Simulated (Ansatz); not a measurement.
**BN at several levels of theory**

One geometry, relaxed with PBE, and single points on it; plane waves with PAW potentials in Ansatz, scalar-relativistic unless the row names spin-orbit coupling. No spin polarisation. Meshes are on the primitive cell of 2 atoms. Gaps are the least over mesh and band path; pressure is positive in compression. Smearing is Gaussian, 0.02 eV. Stresses of the hybrids are converged loosely, to a few tenths of a GPa.

```cif
data_structure
_symmetry_space_group_name_H-M 'F-43m'
_symmetry_Int_Tables_number 216
_cell_length_a 3.6247
_cell_length_b 3.6247
_cell_length_c 3.6247
_cell_angle_alpha 90.000
_cell_angle_beta 90.000
_cell_angle_gamma 90.000
_cell_volume 47.62
loop_
_atom_site_label
_atom_site_type_symbol
_atom_site_symmetry_multiplicity
_atom_site_Wyckoff_symbol
_atom_site_fract_x
_atom_site_fract_y
_atom_site_fract_z
_atom_site_occupancy
B1 B 4 a 0.00000 0.00000 0.00000 1
N1 N 4 c 0.25000 0.25000 0.25000 1
```

```tsv
level	cutoff (eV)	k mesh	gap (eV)	pressure (GPa)	rough cost with bands (core-min)
HSE06	420	8×8×8	5.78	-9.2	1.9
PBE0	420	8×8×8	6.54	-9.1	2.1
```